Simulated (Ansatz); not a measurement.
# Si2Mo: the cost of one run

Program: Ansatz 0.2.0. Level of theory: DFT PBE, scalar-relativistic, plane waves, PAW. These are calculated values, not measurements.

2 further runs of the same task are left out: 1 that didn't finish, 1 set aside as unsound or not needed.

### 1 The system as given

The structure is hexagonal, space group P6/mmm (No. 191). The conventional cell has a = 3.804 Å, b = 3.804 Å, c = 8.621 Å, α = 90.00°, β = 90.00°, γ = 120.00°. Around Si (site symmetry mmm) lie 6 Si at 1.90 Å. Around Si (site symmetry 6/mmm) lie 6 Si at 1.90 Å. Mo (site symmetry -6m2) is surrounded by 3 Mo at 2.20 Å.

Coordinates:

```
CELL_PARAMETERS angstrom
3.80373 0.00000 0.00000
-1.90186 3.29413 0.00000
0.00000 0.00000 8.62130
ATOMIC_POSITIONS crystal
Si 0.50000 0.00000 0.00000
Si 0.00000 0.50000 0.00000
Si 0.50000 0.50000 0.00000
Si 0.00000 0.00000 0.00000
Mo 0.33333 0.66667 0.50000
Mo 0.66667 0.33333 0.50000
```

A structure generator made this guess: random cell by space group and Wyckoff sites (P6/mmm, No. 191). Lengths come from tabulated atomic sizes and are only a guess.

### 2 A first look at the guess

Contents of input.yaml:

```yaml
crystal:
  lattice:
    - [3.80372889, 0.0, 0.0]
    - [-1.90186444, 3.29412584, 0.0]
    - [0.0, 0.0, 8.62130341]
  atoms:
    - { symbol: Si, position: [0.5, 0.0, 0.0] }
    - { symbol: Si, position: [0.0, 0.5, 0.0] }
    - { symbol: Si, position: [0.5, 0.5, 0.0] }
    - { symbol: Si, position: [0.0, 0.0, 0.0] }
    - { symbol: Mo, position: [0.33333333, 0.66666667, 0.5] }
    - { symbol: Mo, position: [0.66666667, 0.33333333, 0.5] }
basis:
  ecutwfc: 420
kpoints:
  mp_grid: { grid: [6, 6, 2] }
hamiltonian:
  xc: pbe
scf:
  occupations: { method: gaussian, width: 0.1 }
  lower_state_search: "off"
output:
  forces: true
  stress: true
  eigenvalues: true
```

Command:

```bash
> ansatz run input.yaml --threads 1 --pin off --max-ram 2560MiB --backend cpu --events-out ev --progress --plain --runs-dir out
```

**Question.** How long does this run take on 1 thread of Arm Neoverse V2, shared host, and how much memory does it need?

About 3.1 s, with a peak of 0.34 GiB.
